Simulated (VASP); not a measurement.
# CsPbBr3 (Pm-3m) in VASP: a series of runs, part 2 of 2

VASP 6.6.1. Earlier steps stand in the parts before.

### 4 Relaxation of cell and atoms, PBEsol+D3(BJ)

File INCAR:

```
PREC = Accurate
ENCUT = 600
EDIFF = 1E-6
ISMEAR = -1
SIGMA = 0.05
LREAL = False
LASPH = True
NELM = 60
ALGO = Fast
ISIF = 3
LWAVE = False
LCHARG = False
GGA = PS
IVDW = 12
IBRION = 2
NSW = 40
EDIFFG = -0.005
```

File KPOINTS:

```
Automatic mesh
0
Gamma
  4 4 4
```

File POSCAR:

```
CsPbBr3
1.0
    5.8700000000      0.0000000000      0.0000000000
    0.0000000000      5.8700000000      0.0000000000
    0.0000000000      0.0000000000      5.8700000000
Pb Cs Br
1 1 3
Direct
    0.5000000000      0.5000000000      0.5000000000
    0.0000000000      0.0000000000      0.0000000000
    0.5000000000      0.5000000000      0.0000000000
    0.5000000000      0.0000000000      0.5000000000
    0.0000000000      0.5000000000      0.5000000000
```

Potentials or basis: VASP PAW PBE potentials, release 64 (Pb_d, Cs_sv, Br).

Launch:

```console
> cat potpaw_PBE.64/Pb_d/POTCAR potpaw_PBE.64/Cs_sv/POTCAR potpaw_PBE.64/Br/POTCAR > POTCAR
> mpirun -np 1 vasp_std > vasp.out
```

OUTCAR:

```text
PREC = Accurate
   ENCUT = 600
   EDIFF = 1E-6
   ISMEAR = -1
   LREAL = False
   LASPH = True
   NELM = 60
   ISIF = 3
   GGA = PS
   IVDW = 12
   IBRION = 2
   NSW = 40
   EDIFFG = -0.005
 IVDW          = 12

 ion  position               nearest neighbor table
   1  0.500  0.500  0.500-   3 2.94   4 2.94   5 2.94   3 2.94   4 2.94   5 2.94
   2  0.000  0.000  0.000-
   3  0.500  0.500  0.000-   1 2.94   1 2.94
   4  0.500  0.000  0.500-   1 2.94   1 2.94
   5  0.000  0.500  0.500-   1 2.94   1 2.94

  LATTYP: Found a simple cubic cell.
 ALAT       =     5.8700000000

  Lattice vectors:

 A1 = (   5.8700000000,   0.0000000000,   0.0000000000)
 A2 = (   0.0000000000,   5.8700000000,   0.0000000000)
 A3 = (   0.0000000000,   0.0000000000,   5.8700000000)

Analysis of symmetry for initial positions (statically):
=====================================================================
 Subroutine PRICEL returns:
 Original cell was already a primitive cell.

 Routine SETGRP: Setting up the symmetry group for a
 simple cubic supercell.

 Subroutine GETGRP returns: Found 48 space group operations
 (whereof 48 operations were pure point group operations)
 out of a pool of 48 trial point group operations.

The static configuration has the point symmetry O_h .

Analysis of symmetry for dynamics (positions and initial velocities):
=====================================================================
 Subroutine PRICEL returns:
 Original cell was already a primitive cell.

 Routine SETGRP: Setting up the symmetry group for a
 simple cubic supercell.

 Subroutine GETGRP returns: Found 48 space group operations
 (whereof 48 operations were pure point group operations)
 out of a pool of 48 trial point group operations.

The dynamic configuration has the point symmetry O_h .

 Subroutine INISYM returns: Found 48 space group operations
 (whereof 48 operations are pure point group operations),
 and found     1 'primitive' translations

----------------------------------------------------------------------------------------

                                     Primitive cell

  volume of cell :     202.2620

  direct lattice vectors                    reciprocal lattice vectors
     5.870000000  0.000000000  0.000000000     0.170357751  0.000000000  0.000000000
     0.000000000  5.870000000  0.000000000     0.000000000  0.170357751  0.000000000
     0.000000000  0.000000000  5.870000000     0.000000000  0.000000000  0.170357751

  length of vectors
     5.870000000  5.870000000  5.870000000     0.170357751  0.170357751  0.170357751

  position of ions in fractional coordinates (direct lattice)
     0.500000000  0.500000000  0.500000000
     0.000000000  0.000000000  0.000000000
     0.500000000  0.500000000  0.000000000
     0.500000000  0.000000000  0.500000000
     0.000000000  0.500000000  0.500000000

  ion indices of the primitive-cell ions
   primitive index   ion index
                 1           1
                 2           2
                 3           3
                 4           4
                 5           5

----------------------------------------------------------------------------------------

 KPOINTS: Automatic mesh

Automatic generation of k-mesh.
 Grid dimensions read from file:
 generate k-points for:    4    4    4

 Generating k-lattice:

  Cartesian coordinates                     Fractional coordinates (reciprocal lattice)
     0.042589438  0.000000000  0.000000000     0.250000000  0.000000000  0.000000000
     0.000000000  0.042589438  0.000000000     0.000000000  0.250000000  0.000000000
     0.000000000  0.000000000  0.042589438     0.000000000  0.000000000  0.250000000

  Length of vectors
     0.042589438  0.042589438  0.042589438

  Shift w.r.t. Gamma in fractional coordinates (k-lattice)
     0.000000000  0.000000000  0.000000000

 Subroutine IBZKPT returns following result:
 ===========================================

 Found     10 irreducible k-points:

 Following reciprocal coordinates:
            Coordinates               Weight
  0.000000  0.000000  0.000000      1.000000
  0.250000  0.000000  0.000000      6.000000
  0.500000  0.000000  0.000000      3.000000
  0.250000  0.250000  0.000000     12.000000
  0.500000  0.250000  0.000000     12.000000
  0.500000  0.500000  0.000000      3.000000
  0.250000  0.250000  0.250000      8.000000
  0.500000  0.250000  0.250000     12.000000
  0.500000  0.500000  0.250000      6.000000
  0.500000  0.500000  0.500000      1.000000
   k-points           NKPTS =     10   k-points in BZ     NKDIM =     10   number of bands    NBANDS=     26
   number of dos      NEDOS =    301   number of ions     NIONS =      5
   total plane-waves  NPLWV = 110592
   dimension x,y,z NGX =    48 NGY =   48 NGZ =   48
   dimension x,y,z NGXF=    96 NGYF=   96 NGZF=   96
   ions per type =               1   1   3
   NGX,Y,Z   is equivalent  to a cutoff of  13.59, 13.59, 13.59 a.u.
   NGXF,Y,Z  is equivalent  to a cutoff of  27.19, 27.19, 27.19 a.u.
 SYSTEM =  unknown system
   PREC   = accura    normal or accurate (medium, high low for compatibility)
   ISTART =      0    job   : 0-new  1-cont  2-samecut
   ICHARG =      2    charge: 1-file 2-atom 10-const
   ISPIN  =      1    spin polarized calculation?
   LNONCOLLINEAR =      F non collinear calculations
   LSORBIT =      F    spin-orbit coupling
   LASPH  =      T    aspherical Exc in radial PAW
   ENCUT  =  600.0 eV  44.10 Ry    6.64 a.u.  11.72 11.72 11.72*2*pi/ulx,y,z
   NELM   =     60;   NELMIN=  2; NELMDL= -5     # of ELM steps
   EDIFF  = 0.1E-05   stopping-criterion for ELM
   LREAL  =      F    real-space projection
   EDIFFG = -.5E-02   stopping-criterion for IOM
   NSW    =     40    number of steps for IOM
   IBRION =      2    ionic relax: 0-MD 1-quasi-New 2-CG
   NFREE  =      1    steps in history (QN), initial steepest desc. (CG)
   ISIF   =      3    stress and relaxation
   ISYM   =      2    0-nonsym 1-usesym 2-fastsym
   POTIM  = 0.5000    time-step for ionic-motion
   TEBEG  =    0.0;   TEEND  =   0.0 temperature during run
   PSTRESS=    0.0 pullay stress
   NELECT =      44.0000    total number of electrons
   NUPDOWN=      -1.0000    fix difference up-down
   EMIN   =  10.00;   EMAX   =-10.00  energy-range for DOS
   EFERMI =   0.00;   METHOD = LEGACY
   ISMEAR =    -1;   SIGMA  =   0.05  broadening in eV -4-tet -1-fermi 0-gaus
   EFERMI_NEDOS =   21; number of points for ismear=-14 and -15
   IALGO  =     68    algorithm
   IMIX   =      4    mixing-type and parameters
     AMIX     =   0.40;   BMIX     =  1.00
     AMIX_MAG =   1.60;   BMIX_MAG =  1.00
  volume/ion in A,a.u.               =      40.45       272.99
  Fermi-wavevector in a.u.,A,eV,Ry     =   0.984587  1.860600 13.189657  0.969412
  Thomas-Fermi vector in A             =   2.115831
   LORBIT       =      0    0 simple, 1 ext, 2 COOP (PROOUT), +10 PAW based schemes
   GGA     = PS    functional components
   LHFCALC =     F    Hartree Fock is set to
   AEXX    =    0.0000 exact exchange contribution
   IVDW    =    12    specifies the selected vdW correction
   LEPSILON=     F    determine dielectric tensor
   LRPA    =     F    only Hartree local field effects (RPA)
 conjugate gradient relaxation of ions
 non-spin polarized calculation
 RMM-DIIS sequential band-by-band and
  energy-cutoff  :      600.00
  volume of cell :      202.26
 maximum number of plane-waves:      6816
 NGX is ok and might be reduce to    48
   NGX = 23   NGY = 23   NGZ = 23

--------------------------------------- Ionic step        1  -------------------------------------------

 number of electron      44.0000000 magnetization

 Free energy of the ion-electron system (eV)
  ---------------------------------------------------
  ext. energy  EPLUGINS =         0.00000000
  ---------------------------------------------------
  free energy    TOTEN  =       -16.77442396 eV

  energy without entropy =      -16.77442390  energy(sigma->0) =      -16.77442393

------------------------ aborting loop because EDIFF is reached ----------------------------------------

 Edisp (eV)   -1.06501

 E8    (eV) :    -0.7395

  FORCE on cell =-STRESS in cart. coord.  units (eV):
  Direction    XX          YY          ZZ          XY          YZ          ZX
  --------------------------------------------------------------------------------------
  -------------------------------------------------------------------------------------
  Total      -0.88605    -0.88605    -0.88605    -0.00000     0.00000     0.00000
  in kB      -7.01863    -7.01863    -7.01863    -0.00000     0.00000     0.00000
  external pressure =       -7.02 kB  Pullay stress =        0.00 kB
[... 67 lines left out ...]
  energy  without entropy=      -17.8531366796  energy(sigma->0) =      -17.85313676

--------------------------------------- Ionic step        3  -------------------------------------------

 number of electron      44.0000013 magnetization

 Free energy of the ion-electron system (eV)
  ---------------------------------------------------
  ext. energy  EPLUGINS =         0.00000000
  ---------------------------------------------------
  free energy    TOTEN  =       -16.75470278 eV

  energy without entropy =      -16.75470258  energy(sigma->0) =      -16.75470268

 E-fermi :   2.1994     XC(G=0):  -7.9548

 val. band max:        1.5853174860   @ k =   0.5000   0.5000   0.5000
 cond. band min:       2.8688097891   @ k =   0.5000   0.5000   0.5000
 fundamental gap:      1.2834923031
 Fermi energy:         2.1993850215

 k-point     1 :       0.0000    0.0000    0.0000
  band No.  band energies     occupation
      1     -20.0196      2.00000
      2     -15.4045      2.00000
      3     -15.4045      2.00000
      4     -15.1999      2.00000
      5     -15.1999      2.00000
      6     -15.1999      2.00000
[... 315 lines left out ...]
  FREE ENERGIE OF THE ION-ELECTRON SYSTEM (eV)
  ---------------------------------------------------
  free  energy   TOTEN  =       -17.8536379273 eV

  energy  without entropy=      -17.8536377265  energy(sigma->0) =      -17.85363783

 reached required accuracy - stopping structural energy minimisation
```

OSZICAR:

```text
N       E                     dE             d eps       ncg     rms          rms(c)
DAV:   1     0.426858480345E+03    0.42686E+03   -0.20325E+04   520   0.168E+03
DAV:   2     0.348140798724E+02   -0.39204E+03   -0.38499E+03   636   0.350E+02
DAV:   3    -0.153224214360E+02   -0.50137E+02   -0.49950E+02   622   0.131E+02
[... 29 lines left out ...]
RMM:   4    -0.167546827849E+02   -0.97570E-04   -0.13218E-03   622   0.335E-01    0.561E-02
RMM:   5    -0.167546969321E+02   -0.14147E-04   -0.25869E-04   586   0.115E-01    0.132E-02
RMM:   6    -0.167547029209E+02   -0.59888E-05   -0.54679E-05   650   0.630E-02    0.823E-03
RMM:   7    -0.167547029249E+02   -0.39354E-08   -0.22946E-05   552   0.342E-02    0.711E-03
RMM:   8    -0.167547027828E+02    0.14203E-06   -0.58642E-06   416   0.256E-02
   3 F= -.17853638E+02 E0= -.17853638E+02  d E =-.142010E-01
```

It took 3.3 min on 1 thread of AMD EPYC 7R43 (Zen 3), shared host; peak memory 0.36 GiB.

What came out:

```yaml
Free_energy: -17.8536 eV
Relaxed_volume: 39.21 Å³/atom
Relaxed_cell: a = 5.809 Å, b = 5.809 Å, c = 5.809 Å, α = 90.00°, β = 90.00°, γ = 90.00°
Space_group_after_relaxing_to_0.05_Å: Pm-3m (No. 221)
Energy_gained_by_relaxing: 2.8 meV/atom
Ionic_steps: 3
Pressure_after_relaxing: 0.0 GPa
Band_gap_on_the_k_mesh: 1.28 eV, direct
Dispersion_energy_per_atom: -0.220 eV
```

Step by step:
```tsv
step	energy change (eV)	largest force (eV/Å)	pressure (GPa)	volume (Å³)
1	0.0000	0.0000	-0.70	202.26
2	-0.0137	0.0000	-0.14	197.12
3	-0.0142	0.0000	-0.01	196.03
```

Final structure:
```
CELL_PARAMETERS angstrom
5.80904 0.00000 0.00000
0.00000 5.80904 0.00000
0.00000 0.00000 5.80904
ATOMIC_POSITIONS crystal
Pb 0.50000 0.50000 0.50000
Cs 0.00000 0.00000 0.00000
Br 0.50000 0.50000 0.00000
Br 0.50000 0.00000 0.50000
Br 0.00000 0.50000 0.50000
```

Caveat: the PAW data sets were made with another functional, which shifts forces and pressure a little; spin-orbit coupling is left out, which as a rule narrows the gap of such compounds by several tenths of an eV.

### 5 The reference run

An earlier run on the cell as given: functional PBEsol; potentials or basis VASP PAW PBE potentials, release 64 (Pb_d, Cs_sv, Br); cutoff 520 eV; k mesh 5 × 5 × 5; occupations fermi-dirac, width 0.05 eV; no spin polarisation.

* Pressure: 0.0 GPa
* Band gap on the k mesh: 2.58 eV, direct

### 6 Overview

```csv
task,level,cell,k mesh,cutoff (eV),ladder,gap on the mesh (eV),pressure (GPa),relaxed volume (Å³/atom)
relaxation of cell and atoms,PBEsol,relaxed,4 × 4 × 4,600,-,1.45,0.0,40.72
relaxation of cell and atoms,PBEsol+D3,relaxed,4 × 4 × 4,600,-,1.32,0.0,39.54
relaxation of cell and atoms,PBEsol+D3(BJ),relaxed,4 × 4 × 4,600,-,1.28,0.0,39.21
single point,PBEsol,as given,5 × 5 × 5,520,free,2.58,0.0,-
```

Alike in all rows: potentials or basis VASP PAW PBE potentials, release 64 (Pb_d, Cs_sv, Br); no spin polarisation; smearing fermi-dirac 0.05 eV.

Caveats: the PAW data sets were made with another functional, which shifts forces and pressure a little; spin-orbit coupling is left out, which as a rule narrows the gap of such compounds by several tenths of an eV; an odd mesh through Γ misses points on the zone boundary, where band edges often lie (some runs).

Total energies depend on the potentials used, so only differences within one code and one set of settings carry meaning.
